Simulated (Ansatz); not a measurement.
# SiNi3: the cost of one run

Computed with Ansatz 0.2.0 (DFT PBE, scalar-relativistic, plane waves, PAW, unless a step's input says otherwise).

2 further runs of the same task are left out: 2 set aside as unsound or not needed. Runs told in other sessions of the task aren't counted.

### 1 The structure to begin with

It takes space group Pm-3m (No. 221, cubic). The conventional cell has a = 3.506 Å, b = 3.506 Å, c = 3.506 Å, α = 90.00°, β = 90.00°, γ = 90.00°. Around Si (site symmetry m-3m) lie 12 Ni at 2.48 Å. Around Ni (site symmetry 4/mmm) lie 4 Si at 2.48 Å and 8 Ni at 2.48 Å.

As a file:

```xyz
12
Lattice="0.0000 -3.5063 0.0000 0.0000 0.0000 -3.5063 10.5188 0.0000 0.0000" Properties=species:S:1:pos:R:3 pbc="T T T"
Si    3.5063   -3.5063   -3.5063
Si    7.0125   -3.5063   -3.5063
Si    0.0000   -3.5063   -3.5063
Ni    0.0000   -1.7531   -1.7531
Ni    3.5063   -1.7531   -1.7531
Ni    7.0125   -1.7531   -1.7531
Ni    1.7531    0.0000   -1.7531
Ni    5.2594    0.0000   -1.7531
Ni    8.7656    0.0000   -1.7531
Ni    1.7531   -1.7531   -3.5063
Ni    5.2594   -1.7531   -3.5063
Ni    8.7656   -1.7531   -3.5063
```

It is built from the cell relaxed beforehand with the same method (10.78 Å³/atom).

### 2 Zero of energy

The cell is repeated 3 times, 12 atoms in all. The reference gives a free energy of -54470.4366 eV, pressure 0.03 GPa, largest force 0.000 eV/Å and gap on the mesh none (metal). It was computed beforehand with the settings of the runs below.

### 3 Setting up a stacking-fault curve

The cut lies on the cell's a–b face, a (1 0 0) plane of area 12.29 Å², between layers 1.75 Å apart (Ni below, Ni, Si above); the cell is 10.5 Å thick. Vector c is tilted by f times 1·a + 0·b (length 3.506 Å) with the atoms' Cartesian places fixed: one unrelaxed fault per cell.

### 4 At f = 0.200

File input.yaml:

```yaml
crystal:
  lattice:
    - [0.0, -3.5062596265, 0.0]
    - [0.0, 0.0, -3.5062596265]
    - [10.5187788796, -0.7012519253, 0.0]
  atoms:
    - { symbol: Si, position: [0.9833333333, 1.0, 0.0833333333] }
    - { symbol: Si, position: [0.9166666667, 1.0, 0.4166666667] }
    - { symbol: Si, position: [0.85, 1.0, 0.75] }
    - { symbol: Ni, position: [0.35, 0.5, 0.75] }
    - { symbol: Ni, position: [0.4833333333, 0.5, 0.0833333333] }
    - { symbol: Ni, position: [0.4166666667, 0.5, 0.4166666667] }
    - { symbol: Ni, position: [-0.1833333333, 0.5, 0.9166666667] }
    - { symbol: Ni, position: [-0.05, 0.5, 0.25] }
    - { symbol: Ni, position: [-0.1166666667, 0.5, 0.5833333333] }
    - { symbol: Ni, position: [0.3166666667, 1.0, 0.9166666667] }
    - { symbol: Ni, position: [0.45, 1.0, 0.25] }
    - { symbol: Ni, position: [0.3833333333, 1.0, 0.5833333333] }
basis:
  ecutwfc: 420
kpoints:
  mp_grid: { grid: [13, 13, 5] }
hamiltonian:
  xc: pbe
scf:
  occupations: { method: gaussian, width: 0.15 }
output:
  forces: true
  stress: true
  eigenvalues: true
```

Started as:

```
> ansatz run input.yaml --threads 2 --pin off --max-ram 5120MiB --backend cpu --events-out ev --progress --plain --runs-dir out
```

What time and memory should one allow on 2 threads of Intel Xeon 6975P-C (Granite Rapids), shared host?

About 73 s, with a peak of 2.3 GiB.
